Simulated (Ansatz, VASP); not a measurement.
**Sn: VASP beside Ansatz**

```
CELL_PARAMETERS angstrom
3.05295 0.00000 0.00000
-1.52648 2.64393 0.00000
0.00000 0.00000 5.14156
ATOMIC_POSITIONS crystal
Sn 0.33333 0.66667 0.25000
Sn 0.66667 0.33333 0.75000
```

Alike in both runs: functional PBEsol; k mesh 14 × 14 × 8; occupations fermi-dirac, width 0.05 eV; no spin polarisation.

Ansatz relaxed the structure, and its values are those at the end. VASP's run is a single point on that final structure, the one shown.

|  | VASP | Ansatz |
| --- | --- | --- |
| version | VASP 6.6.1 | Ansatz 0.2.0 |
| potentials or method | VASP PAW PBE potentials, release 64 (Sn_d) | PAW with Ansatz's default frozen-core files, scalar-relativistic |
| plane-wave cutoff (eV) | 520 | 420 |
| valence electrons in the cell | 28 | 28 |

```csv
,VASP,Ansatz,Ansatz less VASP
pressure (GPa),23.0,23.0,0.00
```

With one functional, cell and mesh, what is left measures potentials, basis and numerics.

Caveats: so large a pressure means that the cell lies far from this level's equilibrium, or that cutoff or potentials fall short (VASP); the potentials were made for another functional, which shifts forces and pressure (VASP).
